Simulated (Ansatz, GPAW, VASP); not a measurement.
HfC: 4 runs at one level of theory

```
CELL_PARAMETERS angstrom
0.00000 2.32500 2.32500
2.32500 0.00000 2.32500
2.32500 2.32500 0.00000
ATOMIC_POSITIONS crystal
Hf 0.50000 0.50000 0.50000
C 0.00000 0.00000 0.00000
```

Alike in all runs: task band structure; functional revPBE; k mesh 10 × 10 × 10; occupations fermi-dirac, width 0.05 eV; no spin polarisation; no spin-orbit coupling. Pressure is positive in compression and, in plane waves, holds the error of the finite cutoff, which Ansatz's Pulay term estimates and takes out.

| program and potentials | plane-wave cutoff (eV) | notes | pressure (GPa) |
| --- | --- | --- | --- |
| Ansatz, Ansatz PAW | 420 | potentials made for PBE, which Ansatz adapts in part; 15 valence electrons an atom on average; Pulay term of +0.22 GPa included | 3.20 |
| VASP, PBE PAW files C, Hf_pv, 520 eV | 520 | potentials made for PBE; 7 valence electrons an atom on average | 2.47 |
| Ansatz, all-electron LAPW, scalar-relativistic | - | - | 3.23 |
| GPAW, the program's PAW data sets (release 1.2.1) made for this functional | 800 | 8 valence electrons an atom on average | 4.54 |

The pressure spans 2.47 (VASP, PBE PAW files C, Hf_pv, 520 eV) to 4.54 GPa (GPAW, the program's PAW data sets (release 1.2.1) made for this functional), with all-electron results at 3.23. Some sets were made for another functional than the one run, which can shift their rows.

Differences between rows come from potentials, basis sets and numerical settings, since the functional is the same but for its coding. Runs on potential files found faulty are left out.
